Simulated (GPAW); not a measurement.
Crystal: PtS2.

```
Pt S
1.0
     3.54320    0.00000    0.00000
    -1.77160    3.06850    0.00000
     0.00000    0.00000    5.03880
Pt S
1 2
Cartesian
  0.0000 0.0000 0.0000
  1.7716 1.0228 3.8950
  0.0000 2.0457 1.1438
```

- Program: GPAW 26.7.0
- Task: relaxation of cell and atoms
- Functional: PBEsol
- Dispersion: D3
- Potentials or basis: PAW data sets generated in the run's folder for this functional
- Cutoff: 600 eV
- Basis: pw
- k mesh: 6 × 6 × 4
- Occupations: fermi-dirac, width 0.05 eV
- Spin: no spin polarisation

At the start: pressure 4.3 GPa; volume 18.26 Å³/atom.

How do energy, volume and symmetry change on relaxing?

Over 15 steps the energy falls by 63.9 meV/atom and the volume is 16.16 Å³/atom (-11.5 %); space group P-3m1 (No. 164, to 0.05 Å).

The path:
```tsv
step	energy change (eV)	largest force (eV/Å)	pressure (GPa)	volume (Å³)
1	0.0000	0.9982	4.35	54.78
2	-0.0323	0.6957	1.96	55.17
3	-0.0581	0.1942	-1.75	55.69
4	-0.0616	0.1208	-2.12	55.60
5	-0.0768	0.1183	-2.77	54.67
6	-0.0888	0.2195	-2.18	53.40
7	-0.0983	0.1902	-0.54	51.98
8	-0.1055	0.0828	0.96	51.10
9	-0.1182	0.1060	2.92	50.01
10	-0.1396	0.3107	4.98	48.57
11	-0.1663	0.3986	5.19	47.59
12	-0.1842	0.3233	2.21	48.26
13	-0.1906	0.0763	0.67	48.22
14	-0.1916	0.0009	-0.26	48.63
15	-0.1916	0.0012	-0.01	48.48
```

Final structure:
```
Pt S
1.0
     3.57930    0.00000    0.00000
    -1.78965    3.09976    0.00000
     0.00000    0.00000    4.36951
Pt S
1 2
Cartesian
  0.0000 0.0000 0.0000
  1.7896 1.0333 3.1889
  0.0000 2.0665 1.1806
```

Caveat: later steps reuse the first step's grids; pairwise dispersion overbinds metals, which lowers pressure and volume.
